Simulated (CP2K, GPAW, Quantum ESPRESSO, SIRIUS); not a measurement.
## Se: programs and potentials compared

```
Se
1.0
     4.36620    0.00000    0.00000
    -2.18310    3.78124    0.00000
     0.00000    0.00000    4.95360
Se
3
Direct
  0.77460 0.77460 0.00000
  0.00000 0.22540 0.66667
  0.22540 0.00000 0.33333
```

Alike in all runs: task band structure; functional PBE; k mesh 7 × 7 × 6; occupations fermi-dirac, width 0.05 eV; no spin polarisation; no spin-orbit coupling. Pressure is positive in compression and, in plane waves, holds the error of the finite cutoff. Gaps are the smaller of the mesh's and the band path's.

```
                                      program and potentials  plane-wave cutoff (eV)                                                 notes  band gap (eV)  pressure (GPa)  largest force (eV/Å)
                  GPAW, GPAW PAW data sets (gpaw-data 1.2.1)                     600                6 valence electrons an atom on average           1.01            2.81                 0.420
          Quantum ESPRESSO, PseudoDojo 0.4.1 SR PBE standard                    1170               16 valence electrons an atom on average           1.01            2.80                 0.424
CP2K, POTENTIAL_UZH Se GTH-PBE-q6; TZVP-MOLOPT-PBE-GTH basis                       -  atomic basis; 6 valence electrons an atom on average           1.00            3.65                 0.630
SIRIUS, all-electron FP-LAPW (ZORA valence), apw+lo standard                       -                                                     -           1.03               -                 0.398
```

Force on atom 1 (Se), eV/Å:

```
                                      program and potentials       x       y      z
                  GPAW, GPAW PAW data sets (gpaw-data 1.2.1)  -0.210  -0.364  0.000
          Quantum ESPRESSO, PseudoDojo 0.4.1 SR PBE standard  -0.212  -0.367  0.000
CP2K, POTENTIAL_UZH Se GTH-PBE-q6; TZVP-MOLOPT-PBE-GTH basis  -0.315  -0.546  0.000
SIRIUS, all-electron FP-LAPW (ZORA valence), apw+lo standard  -0.199  -0.345  0.000
```

The band gap spans 1.00 (CP2K, POTENTIAL_UZH Se GTH-PBE-q6; TZVP-MOLOPT-PBE-GTH basis) to 1.03 eV (SIRIUS, all-electron FP-LAPW (ZORA valence), apw+lo standard), with all-electron results at 1.03. The pressure spans 2.80 (Quantum ESPRESSO, PseudoDojo 0.4.1 SR PBE standard) to 3.65 GPa (CP2K, POTENTIAL_UZH Se GTH-PBE-q6; TZVP-MOLOPT-PBE-GTH basis). Spin-orbit coupling, left out here, moves the band edges of heavy atoms. The paths' points differ, which is worth about 0.01 eV. Rows in atomic bases carry the error of their basis and grid, which can be large.

Differences between rows come from potentials, basis sets and numerical settings, since the functional is the same but for its coding. Runs on potential files found faulty are left out.
